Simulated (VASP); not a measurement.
# Li2O (Fm-3m) in VASP: notebook

The runs below take Li2O through relaxation of cell and atoms, with PBE, LDA.

Program: VASP 6.6.1. These are calculated values, not measurements. Logs are shortened: lines on timing, memory, paths and dates and some standing lists are left out, and cuts for length are marked.

### 1 Starting point

It takes space group Fm-3m (No. 225, cubic). Conventional cell: a = 4.610 Å, b = 4.610 Å, c = 4.610 Å, α = 90.00°, β = 90.00°, γ = 90.00°. Li (site symmetry -43m) has 4 O at 2.00 Å as nearest neighbours. O (site symmetry m-3m) is surrounded by 8 Li at 2.00 Å.

### 2 Relaxation of cell and atoms, PBE

The input, INCAR:

```
PREC = Accurate
ENCUT = 600
EDIFF = 1E-6
ISMEAR = 0
SIGMA = 0.03
LREAL = False
LASPH = True
NELM = 80
ALGO = Normal
ISIF = 3
LWAVE = False
LCHARG = False
GGA = PE
IBRION = 2
NSW = 90
EDIFFG = -0.01
KPAR = 2
```

The input, KPOINTS:

```
Automatic mesh
0
Gamma
  10 10 10
```

The input, POSCAR:

```
Li2O
1.0
    0.0000000000      2.3050000000      2.3050000000
    2.3050000000      0.0000000000      2.3050000000
    2.3050000000      2.3050000000      0.0000000000
Li O
2 1
Direct
    0.2500000000      0.2500000000      0.2500000000
    0.7500000000      0.7500000000      0.7500000000
    0.0000000000      0.0000000000      0.0000000000
```

Potentials or basis: VASP PAW PBE potentials, release 64 (Li_sv, O).

Command:

```sh
cat potpaw_PBE.64/Li_sv/POTCAR potpaw_PBE.64/O/POTCAR > POTCAR
mpirun -np 2 vasp_std > vasp.out
```

OUTCAR:

```text
PREC = Accurate
   ENCUT = 600
   EDIFF = 1E-6
   ISMEAR = 0
   LREAL = False
   LASPH = True
   NELM = 80
   ISIF = 3
   GGA = PE
   IBRION = 2
   NSW = 90
   EDIFFG = -0.01

 ion  position               nearest neighbor table
   1  0.250  0.250  0.250-   3 2.00   3 2.00   3 2.00   3 2.00   2 2.31   2 2.31   2 2.31   2 2.31
                             2 2.31   2 2.31
   2  0.750  0.750  0.750-   3 2.00   3 2.00   3 2.00   3 2.00   1 2.31   1 2.31   1 2.31   1 2.31
                             1 2.31   1 2.31
   3  0.000  0.000  0.000-   1 2.00   2 2.00   2 2.00   2 2.00   2 2.00   1 2.00   1 2.00   1 2.00

  LATTYP: Found a face centered cubic cell.
 ALAT       =     4.6100000000

  Lattice vectors:

 A1 = (   0.0000000000,   2.3050000000,   2.3050000000)
 A2 = (   2.3050000000,   0.0000000000,   2.3050000000)
 A3 = (   2.3050000000,   2.3050000000,   0.0000000000)

Analysis of symmetry for initial positions (statically):
=====================================================================
 Subroutine PRICEL returns:
 Original cell was already a primitive cell.

 Routine SETGRP: Setting up the symmetry group for a
 face centered cubic supercell.

 Subroutine GETGRP returns: Found 48 space group operations
 (whereof 48 operations were pure point group operations)
 out of a pool of 48 trial point group operations.

The static configuration has the point symmetry O_h .

Analysis of symmetry for dynamics (positions and initial velocities):
=====================================================================
 Subroutine PRICEL returns:
 Original cell was already a primitive cell.

 Routine SETGRP: Setting up the symmetry group for a
 face centered cubic supercell.

 Subroutine GETGRP returns: Found 48 space group operations
 (whereof 48 operations were pure point group operations)
 out of a pool of 48 trial point group operations.

The dynamic configuration has the point symmetry O_h .

 Subroutine INISYM returns: Found 48 space group operations
 (whereof 48 operations are pure point group operations),
 and found     1 'primitive' translations

----------------------------------------------------------------------------------------

                                     Primitive cell

  volume of cell :      24.4930

[... 108 lines left out ...]
   IMIX   =      4    mixing-type and parameters
     AMIX     =   0.40;   BMIX     =  1.00
     AMIX_MAG =   1.60;   BMIX_MAG =  1.00
  volume/ion in A,a.u.               =       8.16        55.10
  Fermi-wavevector in a.u.,A,eV,Ry     =   1.290588  2.438858 22.662103  1.665618
  Thomas-Fermi vector in A             =   2.422410
   LORBIT       =      0    0 simple, 1 ext, 2 COOP (PROOUT), +10 PAW based schemes
   GGA     = PE    functional components
   LHFCALC =     F    Hartree Fock is set to
   AEXX    =    0.0000 exact exchange contribution
   IVDW    =     0    specifies the selected vdW correction
   LEPSILON=     F    determine dielectric tensor
   LRPA    =     F    only Hartree local field effects (RPA)
 conjugate gradient relaxation of ions
 non-spin polarized calculation
 Gauss-broadening in eV      SIGMA  =   0.03
  energy-cutoff  :      600.00
  volume of cell :       24.49
 maximum number of plane-waves:       869
 NGX is ok and might be reduce to    28
   NGX = 13   NGY = 13   NGZ = 13

--------------------------------------- Ionic step        1  -------------------------------------------

 number of electron      12.0000001 magnetization

 Free energy of the ion-electron system (eV)
  ---------------------------------------------------
  ext. energy  EPLUGINS =         0.00000000
  ---------------------------------------------------
  free energy    TOTEN  =       -14.34906546 eV

  energy without entropy =      -14.34906546  energy(sigma->0) =      -14.34906546

------------------------ aborting loop because EDIFF is reached ----------------------------------------

  FORCE on cell =-STRESS in cart. coord.  units (eV):
  Direction    XX          YY          ZZ          XY          YZ          ZX
  --------------------------------------------------------------------------------------
  -------------------------------------------------------------------------------------
  Total        0.0829927      0.0829927      0.0829927      0.0000000      0.0000000      0.0000000
  in kB        5.4288460      5.4288460      5.4288460      0.0000000      0.0000000      0.0000000
  external PRESSURE =       5.4288460 kB  Pullay stress =       0.0000000 kB
[... 61 lines left out ...]
--------------------------------------- Ionic step        3  -------------------------------------------

 number of electron      12.0000000 magnetization

 Free energy of the ion-electron system (eV)
  ---------------------------------------------------
  ext. energy  EPLUGINS =         0.00000000
  ---------------------------------------------------
  free energy    TOTEN  =       -14.34935428 eV

  energy without entropy =      -14.34935428  energy(sigma->0) =      -14.34935428

 E-fermi :   1.6108     XC(G=0):  -9.7488

 val. band max:        1.3338606042   @ k =   0.0000   0.0000   0.0000
 cond. band min:       6.3065462479   @ k =   0.5000   0.5000   0.0000
 fundamental gap:      4.9726856437
 Fermi energy:         1.6107875564

 k-point     1 :       0.0000    0.0000    0.0000
  band No.  band energies     occupation
      1     -41.6578      2.00000
      2     -41.3287      2.00000
      3     -14.1135      2.00000
      4       1.3339      2.00000
      5       1.3339      2.00000
      6       1.3339      2.00000
      7       6.6026      0.00000
      8      13.2627      0.00000
      9      13.2627      0.00000
     10      13.2627      0.00000
[... 287 lines left out ...]
 k-point    24 :       0.4000    0.3000    0.0000
  band No.  band energies     occupation
      1     -41.5499      2.00000
      2     -41.4073      2.00000
      3     -13.8936      2.00000
      4      -0.3105      2.00000
      5       0.2508      2.00000
      6       0.2979      2.00000
      7       7.2087      0.00000
      8      13.9508      0.00000
      9      14.3543      0.00000
     10      15.4559      0.00000

 [... further k-points ...]

------------------------ aborting loop because EDIFF is reached ----------------------------------------

  FORCE on cell =-STRESS in cart. coord.  units (eV):
  Direction    XX          YY          ZZ          XY          YZ          ZX
  --------------------------------------------------------------------------------------
  -------------------------------------------------------------------------------------
  Total       -0.0018726     -0.0018726     -0.0018726     -0.0000000      0.0000000     -0.0000000
  in kB       -0.1216313     -0.1216313     -0.1216313     -0.0000000      0.0000000     -0.0000000
  external PRESSURE =      -0.1216313 kB  Pullay stress =       0.0000000 kB
[... 18 lines left out ...]
  FREE ENERGIE OF THE ION-ELECTRON SYSTEM (eV)
  ---------------------------------------------------
  free  energy   TOTEN  =       -14.3493542847 eV

  energy  without entropy=      -14.3493542847  energy(sigma->0) =      -14.34935428

 reached required accuracy - stopping structural energy minimisation
```

OSZICAR:

```text
N       E                     dE             d eps       ncg     rms          rms(c)
DAV:   1     0.439828108341E+02    0.43983E+02   -0.66482E+03   940   0.142E+03
DAV:   2    -0.108273961938E+02   -0.54810E+02   -0.52125E+02  1110   0.245E+02
DAV:   3    -0.160436567498E+02   -0.52163E+01   -0.51987E+01  1708   0.645E+01
[... 19 lines left out ...]
DAV:   1    -0.143499710018E+02   -0.66638E-03   -0.11494E-02   942   0.104E+00    0.196E-01
DAV:   2    -0.143493961799E+02    0.57482E-03   -0.39975E-03   962   0.497E-01    0.597E-02
DAV:   3    -0.143493642602E+02    0.31920E-04   -0.11139E-04  1052   0.979E-02    0.352E-02
DAV:   4    -0.143493545251E+02    0.97351E-05   -0.21185E-05  1682   0.395E-02    0.440E-03
DAV:   5    -0.143493542847E+02    0.24040E-06   -0.12415E-06   688   0.126E-02
   3 F= -.14349354E+02 E0= -.14349354E+02  d E =-.288824E-03
```

It took 18 s on 2 MPI ranks of Intel Xeon Platinum 8259CL at 2.50GHz (Skylake/Cascade Lake), shared host; peak memory 0.14 GiB.

What came out:

* Free energy: -14.3494 eV
* Relaxed volume: 8.22 Å³/atom
* Relaxed cell: a = 3.267 Å, b = 3.267 Å, c = 3.267 Å, α = 60.00°, β = 60.00°, γ = 60.00°
* Space group after relaxing (to 0.05 Å): Fm-3m (No. 225)
* Energy gained by relaxing: 0.1 meV/atom
* Ionic steps: 3
* Pressure after relaxing: 0.0 GPa
* Band gap on the k mesh: 4.97 eV, indirect (least direct gap 5.27 eV)

Step by step:
```tsv
step	energy change (eV)	largest force (eV/Å)	pressure (GPa)	volume (Å³)
1	0.0000	0.0000	0.54	24.49
2	-0.0002	0.0000	0.23	24.59
3	-0.0003	0.0000	-0.01	24.67
```

Final structure:
```yaml
crystal:
  lattice:
    - [0.00000, 2.31042, 2.31042]
    - [2.31042, 0.00000, 2.31042]
    - [2.31042, 2.31042, 0.00000]
  atoms:
    - { symbol: Li, position: [0.25000, 0.25000, 0.25000] }
    - { symbol: Li, position: [0.75000, 0.75000, 0.75000] }
    - { symbol: O, position: [0.00000, 0.00000, 0.00000] }
```

Caveat: the cutoff is under 1.25 times the usual one of these potentials, so pressure, stress and relaxed cells hold a basis-set (Pulay) error.

### 3 Relaxation of cell and atoms, PBE

This run uses another cell than the first one, of 8.22 Å³/atom, 1.007 times its volume.

INCAR: that of step 2 with these lines changed.

```diff
@@ -2,3 +2,3 @@
 ENCUT = 600
-EDIFF = 1E-6
+EDIFF = 1E-7
 ISMEAR = 0
@@ -15,3 +15,3 @@
 NSW = 90
-EDIFFG = -0.01
+EDIFFG = -0.005
 KPAR = 2
```

KPOINTS is that of step 2.

The input, POSCAR:

```
Li2O                                    
1.0
    0.0000000000      2.3104246020      2.3104246020
    2.3104246020     -0.0000000000      2.3104246020
    2.3104246020      2.3104246020      0.0000000000
  Li              O             
     2     1
Direct
     0.2500000000000000    0.2500000000000000    0.2500000000000000
     0.7500000000000000    0.7500000000000000    0.7500000000000000
     0.0000000000000000    0.0000000000000000    0.0000000000000000
```

Potentials or basis: VASP PAW PBE potentials, release 64 (Li_sv, O).

Command:

```sh
cat potpaw_PBE.64/Li_sv/POTCAR potpaw_PBE.64/O/POTCAR > POTCAR
mpirun -np 2 vasp_std > vasp.out
```

Wall time 8.5 s (2 MPI ranks of Intel Xeon Platinum 8259CL at 2.50GHz (Skylake/Cascade Lake), shared host); peak memory 0.14 GiB.

It converged, with:

```
Free energy             : -14.3500 eV
Pressure after relaxing : 0.0 GPa
Band gap on the k mesh  : 4.97 eV, indirect (least direct gap 5.27 eV)
```

Final structure:
```
Li O
1.0
     0.00000    2.31042    2.31042
     2.31042    0.00000    2.31042
     2.31042    2.31042    0.00000
Li O
2 1
Direct
  0.25000 0.25000 0.25000
  0.75000 0.75000 0.75000
  0.00000 0.00000 0.00000
```

Levels at points of the mesh, in eV from the valence-band top:
```
           k point  band 2  band 3  band 4  band 5  band 6  band 7  band 8  band 9  band 10
(0.00, 0.00, 0.00)  -42.66  -15.45    0.00    0.00    0.00    5.27   11.93   11.93    11.93
(0.50, 0.00, 0.00)  -42.81  -15.22   -2.76   -0.44   -0.44    9.21    9.81   12.05    12.05
(0.50, 0.50, 0.00)  -42.76  -15.18   -1.59   -1.38   -1.38    4.97   13.53   13.53    14.72
```

Caveat: the cutoff is under 1.25 times the usual one of these potentials, so pressure, stress and relaxed cells hold a basis-set (Pulay) error; the relaxation stopped at its first step, so nothing moved. A k mesh can miss the band edges.

### 4 Relaxation of cell and atoms, LDA

The input, INCAR:

```
PREC = Accurate
ENCUT = 600
EDIFF = 1E-6
ISMEAR = 0
SIGMA = 0.03
LREAL = F
LASPH = T
NELM = 80
ALGO = Normal
ISIF = 3
LWAVE = F
LCHARG = F
GGA = CA
IBRION = 2
NSW = 90
EDIFFG = -0.01
KPAR = 2
```

KPOINTS is that of step 3.

The input, POSCAR:

```
Li2O
1.0
    0.0000000000      2.3050000000      2.3050000000
    2.3050000000      0.0000000000      2.3050000000
    2.3050000000      2.3050000000      0.0000000000
Li O
2 1
Direct
    0.2500000000      0.2500000000      0.2500000000
    0.7500000000      0.7500000000      0.7500000000
    0.0000000000      0.0000000000      0.0000000000
```

Potentials or basis: VASP PAW LDA potentials, release 64 (Li_sv, O).

Command:

```sh
cat potpaw_LDA.64/Li_sv/POTCAR potpaw_LDA.64/O/POTCAR > POTCAR
mpirun -np 2 vasp_std > vasp.out
```

It took 62 s on 2 MPI ranks of AMD EPYC 7R43 (Zen 3), shared host; peak memory 0.1 GiB.

Results (log left out):

| Item | Value |
| --- | --- |
| Free energy | -15.7593 eV |
| Relaxed volume | 7.52 Å³/atom |
| Relaxed cell | a = 3.172 Å, b = 3.172 Å, c = 3.172 Å, α = 60.00°, β = 60.00°, γ = 60.00° |
| Space group after relaxing (to 0.05 Å) | Fm-3m (No. 225) |
| Energy gained by relaxing | 14.1 meV/atom |
| Ionic steps | 4 |
| Pressure after relaxing | 0.0 GPa |
| Band gap on the k mesh | 4.95 eV, indirect (least direct gap 5.93 eV) |

The path:
| step | energy change (eV) | largest force (eV/Å) | pressure (GPa) | volume (Å³) |
| --- | --- | --- | --- | --- |
| 1 | 0.0000 | 0.0000 | -6.54 | 24.49 |
| 2 | -0.0349 | 0.0000 | -2.92 | 23.33 |
| 3 | -0.0421 | 0.0000 | -0.27 | 22.63 |
| 4 | -0.0422 | 0.0000 | 0.00 | 22.56 |

Final structure:
```
Li O
1.0
     0.00000    2.24274    2.24274
     2.24274    0.00000    2.24274
     2.24274    2.24274    0.00000
Li O
2 1
Direct
  0.25000 0.25000 0.25000
  0.75000 0.75000 0.75000
  0.00000 0.00000 0.00000
```

Levels at points of the mesh, in eV from the valence-band top:
| k point | band 2 | band 3 | band 4 | band 5 | band 6 | band 7 | band 8 | band 9 | band 10 |
| --- | --- | --- | --- | --- | --- | --- | --- | --- | --- |
| (0.00, 0.00, 0.00) | -41.27 | -15.24 | 0.00 | 0.00 | 0.00 | 5.93 | 12.08 | 12.08 | 12.08 |
| (0.50, 0.00, 0.00) | -41.49 | -15.02 | -3.02 | -0.51 | -0.51 | 9.66 | 10.59 | 12.25 | 12.25 |
| (0.50, 0.50, 0.00) | -41.40 | -14.99 | -1.65 | -1.59 | -1.59 | 4.95 | 14.09 | 14.09 | 15.74 |

Caveat: the cutoff is under 1.25 times the usual one of these potentials, so pressure, stress and relaxed cells hold a basis-set (Pulay) error. A k mesh can miss the band edges.
